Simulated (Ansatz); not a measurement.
# BeO, pressure series

Start from BeO in the wurtzite structure (space group P6_3mc, No. 186; a = 2.693 Å, c = 4.373 Å).

Cell and atoms are relaxed at each pressure.

Calculations: PBEsol (Ansatz, a program for electronic structure), spin-orbit coupling left out.

```csv
case,electron mass,lattice parameter a,band gap,width of the top valence band
base,"0.54 mₑ along c, 0.61 mₑ across (at Γ)",2.693 Å,7.51 eV,2.44 eV
pressure −2 GPa,"0.53 mₑ along c, 0.60 mₑ across (at Γ)",2.701 Å,7.41 eV,2.42 eV
pressure −1 GPa,"0.54 mₑ along k, 0.61 mₑ across (at Γ)",2.697 Å,7.46 eV,2.43 eV
pressure 0.3 GPa,"0.54 mₑ along k, 0.61 mₑ across (at Γ)",2.692 Å,7.52 eV,2.44 eV
pressure 0.7 GPa,"0.54 mₑ along c, 0.62 mₑ across (at Γ)",2.690 Å,7.54 eV,2.45 eV
pressure 1.5 GPa,"0.54 mₑ along c, 0.62 mₑ across (at Γ)",2.687 Å,7.58 eV,2.45 eV
pressure 3 GPa,"0.55 mₑ along c, 0.63 mₑ across (at Γ)",2.681 Å,7.65 eV,2.47 eV
pressure 5 GPa,"0.55 mₑ along c, 0.63 mₑ across (at Γ)",2.673 Å,7.74 eV,2.48 eV
pressure 7.5 GPa,"0.56 mₑ along c, 0.65 mₑ across (at Γ)",2.664 Å,7.85 eV,2.51 eV
pressure 10 GPa,"0.56 mₑ along c, 0.66 mₑ across (at Γ)",2.655 Å,7.96 eV,2.53 eV
```

Load acts through the strain it causes; cell and atoms are relaxed under it. Masses are band curvatures over ±0.01 Å⁻¹ around the edge. Along k means along the line from Γ to the band edge. Whether these cells are dynamically stable was not tested. Competing high-pressure phases were not computed.
